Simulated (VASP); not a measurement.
# Tm (Im-3m) in VASP: single point with PBE

Aim: the single point of Tm with PBE.

Everything below comes from runs of VASP 6.6.1. Logs are shortened: lines on timing, memory, paths and dates and some standing lists are left out, and cuts for length are marked.

## 1. Starting point

The structure is cubic, space group Im-3m (No. 229). The conventional cell has a = 4.120 Å, b = 4.120 Å, c = 4.120 Å, α = 90.00°, β = 90.00°, γ = 90.00°. Tm (site symmetry m-3m) is surrounded by 8 Tm at 3.57 Å.

The cell was built by a generator and needn't be a form met in nature.

## 2. Single point, PBE

Input file INCAR:

```
SYSTEM = Tm
PREC = Accurate
ENCUT = 520
EDIFF = 1E-7
ISMEAR = -1
SIGMA = 0.13605693000000002
LREAL = .FALSE.
LASPH = .TRUE.
NELM = 80
ALGO = Normal
ISIF = 2
LWAVE = .FALSE.
LCHARG = .FALSE.
GGA = PE
NBANDS = 18
```

Input file KPOINTS:

```
regular mesh
0
G
  11 11 11
  0 0 0
```

Input file POSCAR:

```
Tm
1.0
   -2.0601519038      2.0601519038      2.0601519038
    2.0601519038     -2.0601519038      2.0601519038
    2.0601519038      2.0601519038     -2.0601519038
Tm
1
Direct
    0.0000000000      0.0000000000      0.0000000000
```

Potentials or basis: VASP PAW PBE potentials, release 64 (Tm).

Launch:

```bash
> cat potpaw_PBE.64/Tm/POTCAR > POTCAR
> mpirun -np 1 vasp_std > vasp.out
```

OUTCAR:

```text
SYSTEM = Tm
   PREC = Accurate
   ENCUT = 520
   EDIFF = 1E-7
   ISMEAR = -1
   LREAL = .FALSE.
   LASPH = .TRUE.
   NELM = 80
   ISIF = 2
   GGA = PE

 ion  position               nearest neighbor table
   1  0.000  0.000  0.000-

  LATTYP: Found a body centered cubic cell.
 ALAT       =     4.1203038076

  Lattice vectors:

 A1 = (  -2.0601519038,   2.0601519038,   2.0601519038)
 A2 = (   2.0601519038,  -2.0601519038,   2.0601519038)
 A3 = (   2.0601519038,   2.0601519038,  -2.0601519038)

Analysis of symmetry for initial positions (statically):
=====================================================================
 Subroutine PRICEL returns:
 Original cell was already a primitive cell.

 Routine SETGRP: Setting up the symmetry group for a
 body centered cubic supercell.

 Subroutine GETGRP returns: Found 48 space group operations
 (whereof 48 operations were pure point group operations)
 out of a pool of 48 trial point group operations.

The static configuration has the point symmetry O_h .

Analysis of symmetry for dynamics (positions and initial velocities):
=====================================================================
 Subroutine PRICEL returns:
 Original cell was already a primitive cell.

 Routine SETGRP: Setting up the symmetry group for a
 body centered cubic supercell.

 Subroutine GETGRP returns: Found 48 space group operations
 (whereof 48 operations were pure point group operations)
 out of a pool of 48 trial point group operations.

The dynamic configuration has the point symmetry O_h .

 Subroutine INISYM returns: Found 48 space group operations
 (whereof 48 operations are pure point group operations),
 and found     1 'primitive' translations

----------------------------------------------------------------------------------------

                                     Primitive cell

  volume of cell :      34.9750

  direct lattice vectors                    reciprocal lattice vectors
    -2.060151904  2.060151904  2.060151904     0.000000000  0.242700550  0.242700550
     2.060151904 -2.060151904  2.060151904     0.242700550  0.000000000  0.242700550
     2.060151904  2.060151904 -2.060151904     0.242700550  0.242700550  0.000000000

  length of vectors
     3.568287769  3.568287769  3.568287769     0.343230409  0.343230409  0.343230409

  position of ions in fractional coordinates (direct lattice)
     0.000000000  0.000000000  0.000000000

  ion indices of the primitive-cell ions
   primitive index   ion index
                 1           1

----------------------------------------------------------------------------------------

 KPOINTS: regular mesh

Automatic generation of k-mesh.
 Grid dimensions read from file:
 generate k-points for:   11   11   11

 Generating k-lattice:

  Cartesian coordinates                     Fractional coordinates (reciprocal lattice)
     0.000000000  0.022063686  0.022063686     0.090909091  0.000000000  0.000000000
     0.022063686  0.000000000  0.022063686     0.000000000  0.090909091  0.000000000
     0.022063686  0.022063686  0.000000000     0.000000000  0.000000000  0.090909091

  Length of vectors
     0.031202764  0.031202764  0.031202764

  Shift w.r.t. Gamma in fractional coordinates (k-lattice)
     0.000000000  0.000000000  0.000000000

 Subroutine IBZKPT returns following result:
 ===========================================

 Found     56 irreducible k-points:

 Following reciprocal coordinates:
            Coordinates               Weight
  0.000000  0.000000  0.000000      1.000000
  0.090909  0.000000  0.000000     12.000000
  0.181818  0.000000  0.000000     12.000000
  0.272727  0.000000  0.000000     12.000000
  0.363636  0.000000  0.000000     12.000000
  0.454545  0.000000  0.000000     12.000000
[... 16 lines left out ...]
  0.272727  0.181818  0.090909     48.000000
  0.363636  0.181818  0.090909     24.000000
 [... further k-points ...]
   k-points           NKPTS =     56   k-points in BZ     NKDIM =     56   number of bands    NBANDS=     18
   number of dos      NEDOS =    301   number of ions     NIONS =      1
   total plane-waves  NPLWV =  21952
   dimension x,y,z NGX =    28 NGY =   28 NGZ =   28
   dimension x,y,z NGXF=    56 NGYF=   56 NGZF=   56
   ions per type =               1
   NGX,Y,Z   is equivalent  to a cutoff of  13.05, 13.05, 13.05 a.u.
   NGXF,Y,Z  is equivalent  to a cutoff of  26.09, 26.09, 26.09 a.u.
 SYSTEM =  Tm
   PREC   = accura    normal or accurate (medium, high low for compatibility)
   ISTART =      0    job   : 0-new  1-cont  2-samecut
   ICHARG =      2    charge: 1-file 2-atom 10-const
   ISPIN  =      1    spin polarized calculation?
   LNONCOLLINEAR =      F non collinear calculations
   LSORBIT =      F    spin-orbit coupling
   LASPH  =      T    aspherical Exc in radial PAW
   ENCUT  =  520.0 eV  38.22 Ry    6.18 a.u.   6.63  6.63  6.63*2*pi/ulx,y,z
   NELM   =     80;   NELMIN=  2; NELMDL= -5     # of ELM steps
   EDIFF  = 0.1E-06   stopping-criterion for ELM
   LREAL  =      F    real-space projection
   EDIFFG = 0.1E-05   stopping-criterion for IOM
   NSW    =      0    number of steps for IOM
   IBRION =     -1    ionic relax: 0-MD 1-quasi-New 2-CG
   NFREE  =      0    steps in history (QN), initial steepest desc. (CG)
   ISIF   =      2    stress and relaxation
   ISYM   =      2    0-nonsym 1-usesym 2-fastsym
   POTIM  = 0.5000    time-step for ionic-motion
   TEBEG  =    0.0;   TEEND  =   0.0 temperature during run
   PSTRESS=    0.0 pullay stress
   NELECT =      23.0000    total number of electrons
   NUPDOWN=      -1.0000    fix difference up-down
   EMIN   =  10.00;   EMAX   =-10.00  energy-range for DOS
   EFERMI =   0.00;   METHOD = LEGACY
   ISMEAR =    -1;   SIGMA  =   0.14  broadening in eV -4-tet -1-fermi 0-gaus
   EFERMI_NEDOS =   21; number of points for ismear=-14 and -15
   IALGO  =     38    algorithm
   IMIX   =      4    mixing-type and parameters
     AMIX     =   0.40;   BMIX     =  1.00
     AMIX_MAG =   1.60;   BMIX_MAG =  1.00
  volume/ion in A,a.u.               =      34.97       236.02
  Fermi-wavevector in a.u.,A,eV,Ry     =   1.423634  2.690277 27.575368  2.026732
  Thomas-Fermi vector in A             =   2.544210
   LORBIT       =      0    0 simple, 1 ext, 2 COOP (PROOUT), +10 PAW based schemes
   GGA     = PE    functional components
   LHFCALC =     F    Hartree Fock is set to
   AEXX    =    0.0000 exact exchange contribution
   IVDW    =     0    specifies the selected vdW correction
   LEPSILON=     F    determine dielectric tensor
   LRPA    =     F    only Hartree local field effects (RPA)
 non-spin polarized calculation
  energy-cutoff  :      520.00
  volume of cell :       34.97
 maximum number of plane-waves:       959
   NGX = 13   NGY = 13   NGZ = 13

 number of electron      22.9999988 magnetization

 Free energy of the ion-electron system (eV)
  ---------------------------------------------------
  ext. energy  EPLUGINS =         0.00000000
  ---------------------------------------------------
  free energy    TOTEN  =        -4.11171727 eV

  energy without entropy =       -3.57458570  energy(sigma->0) =       -3.84315149

 E-fermi :   1.7566     XC(G=0):  -9.5703

 val. band max:        1.7075784404   @ k =  -0.3636  -0.4545   0.1818
 cond. band min:       1.9056909947   @ k =  -0.4545   0.4545   0.2727
 fundamental gap:      0.1981125543
 Fermi energy:         1.7566007206

 k-point     1 :       0.0000    0.0000    0.0000
  band No.  band energies     occupation
      1     -48.2656      2.00000
      2     -21.4363      2.00000
      3     -21.4363      2.00000
      4     -21.4363      2.00000
      5      -3.2888      2.00000
      6       1.3263      1.91881
[... 10 lines left out ...]
     17       6.5946      0.00000
     18      12.6811      0.00000

 k-point     2 :       0.0909    0.0000    0.0000
  band No.  band energies     occupation
      1     -48.2636      2.00000
      2     -21.4710      2.00000
      3     -21.4473      2.00000
      4     -21.4363      2.00000
      5      -3.0774      2.00000
      6       1.3269      1.91849
[... 10 lines left out ...]
     17       6.5948      0.00000
     18      12.8962      0.00000

 k-point     3 :       0.1818    0.0000    0.0000
  band No.  band energies     occupation
      1     -48.2583      2.00000
      2     -21.5627      2.00000
      3     -21.4767      2.00000
      4     -21.4366      2.00000
      5      -2.4757      2.00000
      6       1.3294      1.91703
[... 10 lines left out ...]
     17       6.6327      0.00000
     18      13.1392      0.00000

 k-point     4 :       0.2727    0.0000    0.0000
  band No.  band energies     occupation
      1     -48.2513      2.00000
      2     -21.6797      2.00000
      3     -21.5150      2.00000
      4     -21.4369      2.00000
      5      -1.5892      2.00000
      6       1.3359      1.91310
[... 10 lines left out ...]
     17       6.7747      0.00000
     18      12.3537      0.00000

 k-point     5 :       0.3636    0.0000    0.0000
  band No.  band energies     occupation
      1     -48.2448      2.00000
      2     -21.7842      2.00000
      3     -21.5498      2.00000
      4     -21.4373      2.00000
      5      -0.6321      2.00000
      6       1.3328      1.91499
[... 10 lines left out ...]
     17       7.7934      0.00000
     18      11.0482      0.00000

 k-point     6 :       0.4545    0.0000    0.0000
  band No.  band energies     occupation
      1     -48.2410      2.00000
      2     -21.8451      2.00000
      3     -21.5704      2.00000
      4     -21.4375      2.00000
      5       0.0198      1.99999
      6       1.3287      1.91741
[... 10 lines left out ...]
     17       9.0310      0.00000
     18      10.2534      0.00000

 k-point     7 :       0.0909    0.0909    0.0000
  band No.  band energies     occupation
      1     -48.2600      2.00000
      2     -21.5342      2.00000
      3     -21.4593      2.00000
      4     -21.4447      2.00000
      5      -2.6698      2.00000
      6       1.3261      1.91892
[... 10 lines left out ...]
     17       6.7094      0.00000
     18      13.2226      0.00000

 k-point     8 :       0.1818    0.0909    0.0000
  band No.  band energies     occupation
      1     -48.2538      2.00000
      2     -21.6336      2.00000
      3     -21.4947      2.00000
      4     -21.4484      2.00000
      5      -1.9170      2.00000
      6       1.3272      1.91832
[... 10 lines left out ...]
     17       6.9055      0.00000
     18      12.7980      0.00000
[... 229 lines left out ...]
     17       8.1930      0.00000
     18      10.3560      0.00000

 k-point    20 :       0.3636    0.0909    0.0909
  band No.  band energies     occupation
      1     -48.2405      2.00000
      2     -21.8145      2.00000
      3     -21.5890      2.00000
      4     -21.4694      2.00000
      5       0.4378      1.99988
      6       1.3398      1.91073
[... 10 lines left out ...]
     17       8.8697      0.00000
     18       9.6417      0.00000

 k-point    21 :      -0.0909    0.0909    0.0909
  band No.  band energies     occupation
      1     -48.2617      2.00000
      2     -21.4820      2.00000
      3     -21.4585      2.00000
      4     -21.4585      2.00000
      5      -2.8694      2.00000
      6       1.3210      1.92180
[... 10 lines left out ...]
     17       6.8897      0.00000
     18      13.4962      0.00000

 k-point    22 :       0.1818    0.1818    0.0909
  band No.  band energies     occupation
      1     -48.2445      2.00000
      2     -21.7582      2.00000
      3     -21.5405      2.00000
      4     -21.4898      2.00000
      5      -0.3054      2.00000
      6       1.3497      1.90431
[... 10 lines left out ...]
     17       8.1061      0.00000
     18      10.4093      0.00000

 k-point    23 :       0.2727    0.1818    0.0909
  band No.  band energies     occupation
      1     -48.2408      2.00000
      2     -21.7773      2.00000
      3     -21.5958      2.00000
      4     -21.4995      2.00000
      5       0.6139      1.99955
      6       1.3533      1.90185
[... 10 lines left out ...]
     17       8.2845      0.00000
     18       9.7619      0.00000

 k-point    24 :       0.3636    0.1818    0.0909
  band No.  band energies     occupation
      1     -48.2394      2.00000
      2     -21.7779      2.00000
      3     -21.6240      2.00000
      4     -21.5021      2.00000
      5       1.0126      1.99160
      6       1.3528      1.90221
[... 10 lines left out ...]
     17       7.9407      0.00000
     18      10.0940      0.00000

 [... further k-points ...]

------------------------ aborting loop because EDIFF is reached ----------------------------------------

  FORCE on cell =-STRESS in cart. coord.  units (eV):
  Direction    XX          YY          ZZ          XY          YZ          ZX
  --------------------------------------------------------------------------------------
  -------------------------------------------------------------------------------------
  Total       -0.0557436     -0.0557436     -0.0557436      0.0000000      0.0000000      0.0000000
  in kB       -2.5535726     -2.5535726     -2.5535726      0.0000000      0.0000000      0.0000000
  external PRESSURE =      -2.5535726 kB  Pullay stress =       0.0000000 kB

 VOLUME and BASIS-vectors are now :
 -----------------------------------------------------------------------------
  energy-cutoff  :      520.00
  volume of cell :       34.97
      direct lattice vectors                 reciprocal lattice vectors
    -2.060151904  2.060151904  2.060151904     0.000000000  0.242700550  0.242700550
     2.060151904 -2.060151904  2.060151904     0.242700550  0.000000000  0.242700550
     2.060151904  2.060151904 -2.060151904     0.242700550  0.242700550  0.000000000

 POSITION                                       TOTAL-FORCE (eV/Angst)
 -----------------------------------------------------------------------------------
      0.00000      0.00000      0.00000        -0.000000      0.000000      0.000000
 -----------------------------------------------------------------------------------
    total drift:                               -0.000000     -0.000000     -0.000000

  FREE ENERGIE OF THE ION-ELECTRON SYSTEM (eV)
  ---------------------------------------------------
  free  energy   TOTEN  =        -4.1117172728 eV

  energy  without entropy=       -3.5745857001  energy(sigma->0) =       -3.84315149
```

Run time: 2 min. Hardware: 1 thread of Intel Xeon Platinum 8488C (Sapphire Rapids), shared host; peak memory 0.19 GiB.

Results:

```yaml
Free_energy: -4.1117 eV
Pressure: -0.3 GPa
Band_gap_on_the_k_mesh: none (metal or under the smearing width)
```

Levels at points of the mesh, in eV from the Fermi level:
```
           k point  band 10  band 11  band 12  band 13  band 14  band 15
(0.00, 0.00, 0.00)    -0.29    -0.29    -0.25     2.88     2.88     2.88
```

Spin-orbit coupling is left out, which matters for the levels of Tm. Spin polarisation is off, so any magnetic state and its effect on volume and gap are missing.
